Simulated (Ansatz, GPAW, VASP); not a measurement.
**One calculation of PbSe, 3 ways**

```
Pb Se
1.0
     0.00000    3.06065    3.06065
     3.06065    0.00000    3.06065
     3.06065    3.06065    0.00000
Pb Se
1 1
Direct
  0.00000 0.00000 0.00000
  0.50000 0.50000 0.50000
```

Alike in all runs: task single point; functional PBE; k mesh 8 × 8 × 8; occupations gaussian, width 0.016 eV; no spin polarisation; no spin-orbit coupling. Pressure is positive in compression and, in plane waves, holds the error of the finite cutoff.

| program and potentials | plane-wave cutoff (eV) | notes | band gap (eV) | pressure (GPa) |
| --- | --- | --- | --- | --- |
| Ansatz, all-electron LAPW, scalar-relativistic | - | - | 0.28 | 2.43 |
| VASP, PBE PAW files Pb_d, Se, 520 eV | 520 | - | 0.29 | 2.41 |
| GPAW, GPAW PAW data sets (gpaw-data 1.2.1) | 600 | - | 0.24 | 2.22 |

The band gap spans 0.24 (GPAW, GPAW PAW data sets (gpaw-data 1.2.1)) to 0.29 eV (VASP, PBE PAW files Pb_d, Se, 520 eV), with all-electron results at 0.28. The pressure spans 2.22 (GPAW, GPAW PAW data sets (gpaw-data 1.2.1)) to 2.43 GPa (Ansatz, all-electron LAPW, scalar-relativistic), with all-electron results at 2.43. Spin-orbit coupling, left out here, moves the band edges of heavy atoms.

The functional is the same throughout but for its coding, so the spread measures potentials, basis and numerics; runs on potential files found faulty are left out.

All three calculations give PbSe a narrow gap and place this cell under compression. VASP lies very close to the all-electron result in both quantities, while GPAW gives the smallest gap, 0.24 eV, and the lowest pressure, 2.22 GPa, possibly because of its data sets or remaining basis error. The positive pressure means that PBE favours a larger lattice, in line with its usual underbinding of such solids.

The narrow gap is characteristic of the lead chalcogenides. Filled Pb s states mix with Se p states and push the valence edge at L upwards as an antibonding combination, while the conduction edge is mainly Pb p. Compression strengthens this repulsion and normally narrows the gap, so relaxing the cell would probably widen it. The apparent closeness to the measured gap is probably a cancellation: semilocal functionals tend to make gaps too small, whereas the missing spin-orbit splitting of Pb p leaves the conduction edge too high. The agreement between codes therefore supports the numerical consistency of the PBE result, not its predictive accuracy for the gap.
